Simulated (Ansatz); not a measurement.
# CuO (P1) in Ansatz: notebook

Aim: see how the results for CuO move with the level of theory and the settings. Levels: PBEsol+U, r2SCAN. Tasks: band structure.

Program: Ansatz 0.2.0. These are calculated values, not measurements. Logs are shortened: lines on timing, memory, paths and dates and some standing lists are left out, and cuts for length are marked.

## 1. The crystal as given

The typed cell holds 8 atoms: a = 2.900 Å, b = 5.129 Å, c = 5.643 Å, α = 93.94°, β = 101.64°, γ = 97.69°.

## 2. Band structure, PBEsol+U

Contents of input.yaml:

```yaml
crystal:
  lattice:
    - [-2.34185, 1.7113, 0.0]
    - [0.85003, 0.0, -5.05787]
    - [-2.34185, -5.1339, 0.0]
  atoms:
    - { symbol: Cu, position: [0.24799691, 0.00060149, 0.24329664] }
    - { symbol: Cu, position: [0.74799691, 0.00060149, 0.74329664] }
    - { symbol: Cu, position: [0.99799691, 0.50060149, 0.49329664] }
    - { symbol: Cu, position: [0.49799691, 0.50060149, 0.99329664] }
    - { symbol: O, position: [0.70719691, 0.75060149, 0.28409664] }
    - { symbol: O, position: [0.20719691, 0.75060149, 0.78409664] }
    - { symbol: O, position: [0.78879691, 0.25060149, 0.20249664] }
    - { symbol: O, position: [0.30482166, 0.24578955, 0.75612355] }
hamiltonian:
  xc: pbesol
  pseudopotentials: { kind: paw }
  hubbard: { sites: [{ species: Cu, l: d, u_eff: 4.5 }] }
kpoints:
  mp_grid: { grid: [9, 5, 5] }
  band_path:
    path:
      - [[0.0, 0.0, -0.5], [0.0, 0.0, 0.0], [0.0, 0.5, 0.0]]
      - [[0.0, 0.5, -0.5], [0.0, 0.0, 0.0], [0.5, -0.5, 0.0]]
      - [[0.5, -0.5, -0.5], [0.0, 0.0, 0.0], [0.5, 0.0, 0.0]]
      - [[0.5, 0.0, -0.5], [0.0, 0.0, 0.0]]
    npoints: 10
scf:
  occupations: { method: fermi_dirac, width: 0.05 }
  n_extra_bands: 20
output:
  forces: true
  stress: true
  eigenvalues: true
  fatbands: true
```

Potentials or basis: Ansatz PAW.

The run is started by

```bash
$ ansatz run input.yaml --threads 4 --pin off --max-ram 11264MiB --backend cpu --events-out ev --progress --plain --runs-dir out
```

Standard output:

```text
Warning: RAYON_NUM_THREADS=4 ignored (pool sized by the plan → 4); use --threads N
Cu: projections on atomic orbitals take those of the free atom [Ne] 3s2 3p6 3d10 4s1, of charge +0.00 (hamiltonian.pseudopotentials.projection_atoms); the dataset's partial waves leave at most 2.0e-6 of an orbital's norm unspanned inside its sphere
O: projections on atomic orbitals take those of the free atom [He] 2s2 2p4, of charge +0.00 (hamiltonian.pseudopotentials.projection_atoms); the dataset's partial waves leave at most 1.9e-8 of an orbital's norm unspanned inside its sphere
scf.n_extra_bands = 20 over 50 filled bands (N_el = 100.0): the run solves 70 bands
Engine: ansatz 0.2.0, aarch64-unknown-linux-gnu
Pseudopotentials: kind: paw
Pseudopotential: Cu, paw, valence charge 19, recommended cutoff 420 eV (normal), Cu.paw.azcp
Pseudopotential: O, paw, valence charge 6, recommended cutoff 420 eV (normal), O.paw.azcp
Functional definition: PBEsol
  exchange = pbesol_x
  correlation = pbesol_c
Crystal: 8 atoms, lattice volume = 81.080 Å³
Basis set: ecut = 420 eV, 1581 PW (Γ), exchange–correlation on 40×72×80 points (8 copies of the dense FFT grid, shifted against one another)
Bands: 70, of which v1, the nominal top of the filled ones, is band 50 counted from 1 (49 counted from 0)
Symmetry: 1 space group operations
Space group: P1 (ITA 1), of the structure as read, at distance tolerance 4.3e-5 Å
k-points: 113 of 225 (time reversal used)
Non-local potential: Cu, projectors of the file, l = 0: 3, l = 1: 2, l = 2: 3, l = 3: 1
Non-local potential: O, projectors of the file, l = 0: 2, l = 1: 2, l = 2: 1
PAW form: soft (Blöchl's): semilocal exchange-correlation on the pseudo side does not see the compensation charge
PAW frozen core: Cu, regenerated for the run's functional, and the local potential with it (the file was generated under x = pbe(κ = 0.804, μ = 0.2195149727645171), c = pbe(β = 0.06672455060314922))
PAW frozen core: O, regenerated for the run's functional, and the local potential with it (the file was generated under x = pbe(κ = 0.804, μ = 0.2195149727645171), c = pbe(β = 0.06672455060314922))
PAW one-centre angular grid: Cu, 590 points (default); XC on 64 Gauss nodes
PAW one-centre angular grid: O, 110 points (default); XC on 64 Gauss nodes
Initial density: superposition of atomic densities (chi_scale 0.1, normalization cell, long waves of neutral atoms under a Hubbard term (reshape's long-wave potential 0.07 eV rms, cloud 1.98 Å wide))
Initial wavefunctions: pseudopotential atomic-orbital guess
Functional: x = pbesol(κ = 0.804, μ = 0.12345679012345678), c = pbesol(β = 0.046)
SCF iter   1: F=—  HF=-28588.188697 eV  |F-HF|=—  |Δ(HF+E_count)|=         —  Δρ=8.36e-2  dr2=3.78e0  ethr=3.10e-3  ⟨swp⟩=4.7  Hψ=26665  notcnv=0  defer=302
preconditioner: auto → Kerker (q_TF=auto, 2.825 Å⁻¹)  [metal: Δε(μ)=0.001 eV  Ē_g=16.912 eV  σ=0.050 eV  W_gap=0.01  n_scr=34 (ndim 8)  ℏωp=34.0 eV  f_vac=0.000  D(μ)=3.41/eV (n_scr^D=32)]
SCF iter   2: F=—  HF=-28588.330239 eV  |F-HF|=—  |Δ(HF+E_count)|=   1.42e-1  Δρ=6.58e-2  dr2=1.52e0  ethr=3.10e-3  ⟨swp⟩=2.2  Hψ=12411  notcnv=0  defer=1426
SCF iter   3: F=—  HF=-28588.372489 eV  |F-HF|=—  |Δ(HF+E_count)|=   4.22e-2  Δρ=3.41e-2  dr2=5.87e-1  ethr=1.52e-3  ⟨swp⟩=2.0  Hψ=12827  notcnv=0  defer=1426
SCF iter   4: F=—  HF=-28588.663446 eV  |F-HF|=—  |Δ(HF+E_count)|=   2.91e-1  Δρ=4.66e-2  dr2=1.11e0  ethr=5.87e-4  ⟨swp⟩=2.0  Hψ=12973  notcnv=0  defer=1426
SCF iter   5: F=—  HF=-28588.603843 eV  |F-HF|=—  |Δ(HF+E_count)|=   5.96e-2  Δρ=1.82e-2  dr2=1.61e-1  ethr=5.87e-4  ⟨swp⟩=2.0  Hψ=12250  notcnv=0  defer=1423
SCF iter   6: F=—  HF=-28588.584762 eV  |F-HF|=—  |Δ(HF+E_count)|=   1.91e-2  Δρ=1.23e-2  dr2=9.32e-2  ethr=1.61e-4  ⟨swp⟩=2.0  Hψ=9939  notcnv=0  defer=1423
SCF iter   7: F=—  HF=-28588.576717 eV  |F-HF|=—  |Δ(HF+E_count)|=   8.04e-3  Δρ=5.51e-3  dr2=1.65e-2  ethr=9.32e-5  ⟨swp⟩=2.9  Hψ=9876  notcnv=0  defer=1423
SCF iter   8: F=—  HF=-28588.576600 eV  |F-HF|=—  |Δ(HF+E_count)|=   1.17e-4  Δρ=2.17e-3  dr2=2.49e-3  ethr=1.65e-5  ⟨swp⟩=2.4  Hψ=9596  notcnv=0  defer=1423
SCF iter   9: F=—  HF=-28588.576821 eV  |F-HF|=—  |Δ(HF+E_count)|=   2.21e-4  Δρ=1.67e-3  dr2=2.06e-3  ethr=2.49e-6  ⟨swp⟩=2.0  Hψ=9362  notcnv=0  defer=1423
SCF iter  10: F=—  HF=-28588.576740 eV  |F-HF|=—  |Δ(HF+E_count)|=   8.14e-5  Δρ=6.41e-4  dr2=4.78e-4  ethr=2.06e-6  ⟨swp⟩=1.0  Hψ=6788  notcnv=0  defer=1423
SCF iter  11: F=—  HF=-28588.576746 eV  |F-HF|=—  |Δ(HF+E_count)|=   6.48e-6  Δρ=6.42e-4  dr2=4.18e-4  ethr=4.78e-7  ⟨swp⟩=1.0  Hψ=6626  notcnv=0  defer=1423
SCF iter  12: F=—  HF=-28588.576718 eV  |F-HF|=—  |Δ(HF+E_count)|=   2.85e-5  Δρ=3.07e-4  dr2=8.41e-5  ethr=4.18e-7  ⟨swp⟩=2.1  Hψ=8720  notcnv=0  defer=1423
SCF iter  13: F=—  HF=-28588.576700 eV  |F-HF|=—  |Δ(HF+E_count)|=   1.74e-5  Δρ=1.74e-4  dr2=4.34e-5  ethr=8.41e-8  ⟨swp⟩=2.7  Hψ=10127  notcnv=0  defer=1423
SCF iter  14: F=—  HF=-28588.576700 eV  |F-HF|=—  |Δ(HF+E_count)|=   1.30e-7  Δρ=2.16e-4  dr2=2.67e-5  ethr=4.34e-8  ⟨swp⟩=2.5  Hψ=9414  notcnv=0  defer=1423
SCF iter  15: F=—  HF=-28588.576698 eV  |F-HF|=—  |Δ(HF+E_count)|=   1.92e-6  Δρ=1.10e-4  dr2=7.24e-6  ethr=2.67e-8  ⟨swp⟩=1.0  Hψ=6562  notcnv=0  defer=1423
SCF iter  16: F=—  HF=-28588.576698 eV  |F-HF|=—  |Δ(HF+E_count)|=   3.19e-7  Δρ=8.48e-5  dr2=4.56e-6  ethr=7.24e-9  ⟨swp⟩=2.4  Hψ=9582  notcnv=0  defer=1423
SCF iter  17: F=—  HF=-28588.576698 eV  |F-HF|=—  |Δ(HF+E_count)|=   2.51e-7  Δρ=3.41e-5  dr2=8.47e-7  ethr=4.56e-9  ⟨swp⟩=1.0  Hψ=6501  notcnv=0  defer=1423
SCF iter  18: F=—  HF=-28588.576698 eV  |F-HF|=—  |Δ(HF+E_count)|=   9.64e-8  Δρ=4.50e-5  dr2=1.28e-6  ethr=8.47e-10  ⟨swp⟩=1.0  Hψ=6487  notcnv=0  defer=1423
SCF iter  19: F=—  HF=-28588.576698 eV  |F-HF|=—  |Δ(HF+E_count)|=   3.33e-8  Δρ=2.81e-5  dr2=5.39e-7  ethr=8.47e-10  ⟨swp⟩=2.5  Hψ=9534  notcnv=0  defer=1423
SCF iter  20: F=-28588.576698 eV  HF=-28588.576698 eV  |F-HF|=1.54e-9  |Δ(HF+E_count)|=   5.19e-8  Δρ=4.77e-6  dr2=2.19e-8  ethr=1.00e-10  ⟨swp⟩=8.1  Hψ=38671  notcnv=0
SCF 1 converged in 20 iterations: F = -28588.576698 eV  dr2 = 2.19e-8
NSCF: frozen V_eff on 74 k-points
SCF converged after 20 iterations
Free energy (F): -28588.576698 eV
Harris-Foulkes:  -28588.576698 eV  (|F-HF|=1.54e-9)
Internal energy: -28588.544432 eV  (E = F + TS)
E sigma→0 (E₀):  -28588.560565 eV
Entropy (-TS):   -0.032265 eV (-4.033 meV/atom)
Fermi energy:    11.580855 eV
--- Per-component energies (eV) ---
  E_band       = -1773.347697
  E_kinetic    = 1887.609864
  E_local      = -19428.463887  (includes V_loc(G=0)·N_el)
  E_nonlocal   = 1782.480364
  E_hartree    = 8423.751775
  E_xc         = -640.574620
  E_vxc        = -826.484105  (∫ρ·V_xc dr)
  E_hubbard    = 3.675358  (on-site DFT+U / exact-exchange correction)
  E_vhub       = -78.169876  (the Hubbard potential's part of the band-sum identity)
  E_paw        = -7124.290872  (= ΣΔE_a)
  E_vpaw       = -1957.834658  (= ΣTr[D̂ρ^β])
  E_aug_tail   = 0.010821  (compensation charges beyond the density's cutoff)
  E_ewald      = -13493.709196
  E_core_change = 0.965960  (= ΣΔE_core)
  E_smearing   = -0.032265  (= −TS)
  E_closure    = 0.000000  (closes the sum)
  Σ components = -28588.576698   (vs F -28588.576698, Δ=0.00e0)
--- Forces (eV/Å), atoms counted from 1 ---
  atom   1  Cu    -0.00451769     0.06927331    -0.01641369
  atom   2  Cu    -0.16362483    -0.52473564     0.40980182
  atom   3  Cu    -0.43414619    -0.25025677     0.41010873
  atom   4  Cu    -1.11474829    -1.36047039    -1.55810215
  atom   5  O      0.20965759     0.36131485    -0.17260539
  atom   6  O      0.13350911     0.42508587     0.18961735
  atom   7  O     -0.27870429    -0.57217403     0.01761356
  atom   8  O      1.65257033     1.85196686     0.71998070
  max |Σ_I F_I| component: 4.28e-6 eV/Å
--- Stress (GPa, compression-positive) ---
        1.581667       1.234662       2.070914
        1.234662       3.397880       2.511658
        2.070915       2.511658       2.913862
  P = ⅓ Tr σ = 2.6311 GPa (26.311 kbar)
--- Band table (eV; the first three rows and the last of 113) ---
  k-point 0: bands = ["-100.0413", "-99.7755", "-99.7186", "-99.3623", "-57.8308", "-57.6698", "-57.4739", "-57.4489", "-57.4009", "-57.3833", "-57.2371", "-57.0456", "-57.0255", "-56.9935", "-56.9724", "-56.7160", "-8.1160", "-7.2923", "-6.6830", "-6.4707", "3.1878", "4.2100", "4.4610", "5.4727", "5.6714", "6.0064", "6.1202", "6.4322", "6.8756", "7.0310", "7.2535", "7.4291", "7.5548", "7.7187", "7.8507", "7.8689", "7.9331", "8.0591", "8.1642", "8.2281", "8.5586", "8.8139", "8.8452", "9.0326", "9.1539", "9.3292", "9.5514", "9.7590", "11.7257", "11.8626", "11.9705", "12.6036", "13.5317", "16.5142", "17.6660", "18.2544", "19.2034", "20.1543", "23.1773", "23.2860", "24.8011", "25.7140", "27.0198", "27.7510", "28.1762", "28.5632", "28.6698", "29.0227", "30.1137", "30.7815"]
  k-point 1: bands = ["-100.0411", "-99.7753", "-99.7184", "-99.3622", "-57.8308", "-57.6698", "-57.4739", "-57.4490", "-57.4009", "-57.3833", "-57.2371", "-57.0457", "-57.0252", "-56.9939", "-56.9724", "-56.7160", "-8.0554", "-7.3685", "-6.6698", "-6.4864", "3.2919", "4.2188", "4.5734", "5.4864", "5.6774", "5.9775", "6.1167", "6.4724", "6.7667", "7.0687", "7.2103", "7.3683", "7.5407", "7.6748", "7.7423", "7.8705", "7.9248", "8.0109", "8.1501", "8.2318", "8.5501", "8.7548", "8.9150", "9.0200", "9.1910", "9.2549", "9.5899", "9.7216", "11.6205", "11.7987", "12.0328", "12.5198", "13.9453", "16.7230", "17.4157", "18.4304", "19.7965", "20.0624", "22.1447", "24.0381", "24.6135", "25.2644", "26.9485", "27.4661", "27.9636", "28.6053", "28.9691", "29.3237", "29.8336", "30.5426"]
  k-point 2: bands = ["-100.0409", "-99.7751", "-99.7182", "-99.3620", "-57.8308", "-57.6698", "-57.4739", "-57.4490", "-57.4009", "-57.3834", "-57.2371", "-57.0457", "-57.0247", "-56.9945", "-56.9725", "-56.7160", "-7.9133", "-7.5341", "-6.6437", "-6.5178", "3.5477", "4.0093", "5.0645", "5.5269", "5.7010", "5.9170", "6.0957", "6.1962", "6.5669", "7.1816", "7.2101", "7.2943", "7.5156", "7.6013", "7.7431", "7.8441", "7.8724", "7.9587", "8.0816", "8.2391", "8.5130", "8.6648", "8.8122", "9.1395", "9.2561", "9.3099", "9.5631", "9.6783", "11.4436", "11.6918", "12.1297", "12.3957", "14.8877", "16.0908", "17.8613", "19.2794", "19.3960", "20.9235", "21.2557", "22.9661", "24.7426", "25.9856", "26.1073", "27.2633", "27.7949", "28.4124", "28.9580", "29.2510", "30.2165", "30.6512"]
  k-point 112: bands = ["-100.0405", "-99.7744", "-99.7176", "-99.3614", "-57.8300", "-57.6710", "-57.4867", "-57.4487", "-57.4147", "-57.3817", "-57.2463", "-57.0449", "-57.0240", "-56.9932", "-56.9734", "-56.7257", "-7.3031", "-6.7845", "-6.5737", "-6.4890", "4.2301", "4.4506", "4.7332", "5.0326", "5.3802", "5.5108", "5.7384", "6.0956", "6.2449", "6.5487", "6.7968", "7.1537", "7.5213", "7.7115", "7.8827", "7.9269", "7.9682", "8.0349", "8.1429", "8.3436", "8.4363", "8.5990", "8.7220", "8.9528", "9.1843", "9.4320", "9.6564", "9.8174", "10.3617", "11.2706", "12.0830", "12.4515", "16.2800", "16.9858", "18.2328", "18.6769", "19.5948", "20.4256", "21.4098", "22.5079", "22.9176", "23.5786", "24.9983", "25.9489", "26.1516", "26.9300", "27.7128", "28.8530", "29.7432", "30.2383"]
Occupation matrices written to <dir>
```

Wall time 37 s (4 threads of Arm Neoverse V2, shared host); peak memory 0.89 GiB.

What came out:

```yaml
Free_energy: -28588.5767 eV
Pressure: 2.6 GPa
Largest_force: 2.584 eV/Å
Band_gap_on_the_k_mesh: none (metal or under the smearing width)
```

Forces on the atoms (eV/Å):
```
Cu  -0.005  0.069 -0.016
Cu  -0.164 -0.525  0.410
Cu  -0.434 -0.250  0.410
Cu  -1.115 -1.360 -1.558
O    0.210  0.361 -0.173
O    0.134  0.425  0.190
O   -0.279 -0.572  0.018
O    1.653  1.852  0.720
```

Stress tensor (GPa, compression positive):
```
1.58 1.23 2.07
1.23 3.40 2.51
2.07 2.51 2.91
```

Levels at the corners of the path, in eV from the Fermi level:
| point | band 46 | band 47 | band 48 | band 49 | band 50 | band 51 | band 52 | band 53 |
| --- | --- | --- | --- | --- | --- | --- | --- | --- |
| X | -2.16 | -2.11 | -1.89 | -0.17 | 0.09 | 0.57 | 0.79 | 3.67 |
| Γ | -2.25 | -2.03 | -1.82 | 0.14 | 0.28 | 0.39 | 1.02 | 1.95 |
| Y | -2.35 | -1.84 | -1.74 | -0.21 | 0.28 | 0.37 | 0.81 | 3.99 |
| L | -2.02 | -1.95 | -1.83 | -1.07 | -0.89 | 0.50 | 0.63 | 4.79 |
| Γ | -2.25 | -2.03 | -1.82 | 0.14 | 0.28 | 0.39 | 1.02 | 1.95 |
| Z | -2.36 | -2.15 | -1.90 | -0.58 | -0.32 | -0.15 | 0.08 | 5.34 |
| N | -2.36 | -1.93 | -1.76 | -0.50 | -0.42 | -0.13 | 0.71 | 5.07 |
| Γ | -2.25 | -2.03 | -1.82 | 0.14 | 0.28 | 0.39 | 1.02 | 1.95 |
| M | -2.51 | -1.77 | -1.59 | -1.06 | -0.92 | 0.60 | 1.04 | 5.13 |
| R | -2.03 | -1.98 | -1.71 | -1.03 | -0.02 | 0.41 | 1.24 | 3.56 |
| Γ | -2.25 | -2.03 | -1.82 | 0.14 | 0.28 | 0.39 | 1.02 | 1.95 |

Eigenvalues of the final occupation matrices:
```tsv
site	spin	trace	eigenvalues
site 1	1	4.75	0.79 0.97 0.99 1.00 1.00
site 2	1	4.74	0.78 0.97 0.99 1.00 1.00
site 3	1	4.78	0.82 0.98 0.99 1.00 1.00
site 4	1	4.72	0.77 0.98 0.99 0.99 1.00
```

Caveat: the pressure holds a Pulay correction of +0.8 GPa for the finite cutoff; the run has no spin polarisation, though such a crystal can be magnetic; U without spin polarisation on a metal has little footing; the PAW data sets come from PBE, with cores solved anew for the run's functional, which leaves a small shift of forces and pressure; forces of over 1 eV/Å show positions far from the minimum, so gaps and moduli don't describe the material at rest.

## 3. Band structure, r2SCAN

Changes to input.yaml since step 2:

```diff
@@ -15,5 +15,4 @@
 hamiltonian:
-  xc: pbesol
+  xc: r2scan
   pseudopotentials: { kind: paw }
-  hubbard: { sites: [{ species: Cu, l: d, u_eff: 4.5 }] }
 kpoints:
@@ -34,2 +33,6 @@
   eigenvalues: true
-  fatbands: true
+  fatbands: false
+  write_density: true
+  write_potential: true
+  elf: true
+  volumetric_format: npy
```

Potentials or basis: Ansatz PAW.

The run is started by

```bash
$ ansatz run input.yaml --threads 4 --pin off --max-ram 11264MiB --backend cpu --events-out ev --progress --plain --runs-dir out
```

Wall time 63 s (4 threads of Arm Neoverse V2, shared host); peak memory 1 GiB.

Results (log left out):

| Quantity | Value |
| --- | --- |
| Free energy | -28794.0459 eV |
| Pressure | 1.9 GPa |
| Largest force | 2.584 eV/Å |
| Band gap on the k mesh | none (metal or under the smearing width) |

Forces in eV/Å, atoms in the order of the input:
```
Cu  -0.018  0.089 -0.024
Cu  -0.206 -0.552  0.364
Cu  -0.349 -0.203  0.349
Cu  -1.048 -1.311 -1.463
O    0.166  0.360 -0.175
O    0.161  0.490  0.259
O   -0.394 -0.704  0.005
O    1.689  1.831  0.685
```

Stress tensor (GPa, compression positive):
```
0.41 1.35 2.08
1.35 3.02 2.26
2.08 2.26 2.34
```

Levels at the corners of the path, in eV from the Fermi level:
```
point  band 47  band 48  band 49  band 50  band 51  band 52
    X    -1.82    -1.74    -0.17     0.05     0.53     0.75
    Γ    -1.67    -1.60     0.08     0.22     0.33     0.99
    Y    -1.70    -1.60    -0.15     0.22     0.31     0.78
    L    -1.71    -1.60    -0.91    -0.78     0.46     0.59
    Γ    -1.67    -1.60     0.08     0.22     0.33     0.99
    Z    -1.75    -1.46    -0.48    -0.26    -0.11     0.11
    N    -1.53    -1.44    -0.44    -0.36    -0.08     0.67
    Γ    -1.67    -1.60     0.08     0.22     0.33     0.99
    M    -1.48    -1.26    -0.99    -0.80     0.55     0.98
    R    -1.58    -1.37    -0.84    -0.08     0.36     1.19
    Γ    -1.67    -1.60     0.08     0.22     0.33     0.99
```

Caveat: the run has no spin polarisation, though such a crystal can be magnetic; semilocal functionals often make such compounds metallic where correlation or magnetic order opens a gap, which also shifts bond lengths; the PAW data sets come from PBE, with cores solved anew for the run's functional, which leaves a small shift of forces and pressure; forces of over 1 eV/Å show positions far from the minimum, so gaps and moduli don't describe the material at rest.
